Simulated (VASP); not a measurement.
The system is MgSe.

```
Mg Se
1.0
     0.00000    2.72500    2.72500
     2.72500    0.00000    2.72500
     2.72500    2.72500    0.00000
Mg Se
1 1
Direct
  0.00000 0.00000 0.00000
  0.50000 0.50000 0.50000
```

The cell was built by a generator and needn't be a form met in nature.

| Quantity | Value |
| --- | --- |
| Program | VASP 6.6.1 |
| Task | relaxation of cell and atoms |
| Functional | PBE |
| Potentials or basis | VASP PAW PBE potentials, release 64 (Mg, Se) |
| Cutoff | 600 eV |
| k mesh | 8 × 8 × 8 |
| Occupations | gaussian, width 0.02 eV |
| Spin | no spin polarisation |

At the start: pressure 1.9 GPa; volume 20.23 Å³/atom.

Task: How do energy, volume and symmetry change on relaxing?

Result: Over 3 steps the energy falls by 3.6 meV/atom and the volume is 20.85 Å³/atom (+3.0 %); space group Fm-3m (No. 225, to 0.05 Å).

The path:
| step | energy change (eV) | largest force (eV/Å) | pressure (GPa) | volume (Å³) |
| --- | --- | --- | --- | --- |
| 1 | 0.0000 | 0.0000 | 1.95 | 40.47 |
| 2 | -0.0070 | 0.0000 | -0.33 | 41.93 |
| 3 | -0.0072 | 0.0000 | 0.00 | 41.69 |

Final structure:
```xyz
2
Lattice="0.0000 2.7522 2.7522 2.7522 0.0000 2.7522 2.7522 2.7522 0.0000" Properties=species:S:1:pos:R:3 pbc="T T T"
Mg    0.0000    0.0000    0.0000
Se    2.7522    2.7522    2.7522
```
